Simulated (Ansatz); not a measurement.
Write the native input for Ansatz 0.2.0 that does the following.

| Quantity | Value |
| --- | --- |
| Task | single point |
| Functional | PBE |
| Potentials or basis | Ansatz PAW |
| Cutoff | 420 eV (not typed: the program's choice for these potentials) |
| k mesh | 8 × 8 × 8 |
| Occupations | fermi-dirac, width 0.05 eV |
| Spin | no spin polarisation |

CdSe:

```
Cd Se
1.0
     3.55686    0.00000    0.00000
     0.00000    3.55686    0.00000
     0.00000    0.00000    3.55686
Cd Se
1 1
Direct
  0.50000 0.50000 0.50000
  0.00000 0.00000 0.00000
```

The cell was built by a generator and needn't be a form met in nature.

The input as run:

input.yaml

```yaml
crystal:
  lattice:
    - [3.55686, 0.0, 0.0]
    - [0.0, 3.55686, 0.0]
    - [0.0, 0.0, 3.55686]
  atoms:
    - { symbol: Cd, position: [0.5, 0.5, 0.5] }
    - { symbol: Se, position: [0.0, 0.0, 0.0] }
hamiltonian:
  xc: pbe
  pseudopotentials: { kind: paw }
kpoints:
  mp_grid: { grid: [8, 8, 8] }
scf:
  occupations: { method: fermi_dirac, width: 0.05 }
output:
  forces: true
  stress: true
  eigenvalues: true
```

Potentials or basis: Ansatz PAW.

Command:

```sh
$ ansatz run input.yaml --threads 2 --pin off --max-ram 5632MiB --backend cpu --events-out ev --progress --plain --runs-dir out
```

It gave:

| Item | Value |
| --- | --- |
| Pressure | 0.0 GPa |
| Band gap on the k mesh | none (metal or under the smearing width) |

Run time: 0.72 s on 2 threads of Arm Neoverse V2, on a shared host, peak memory 0.31 GiB.
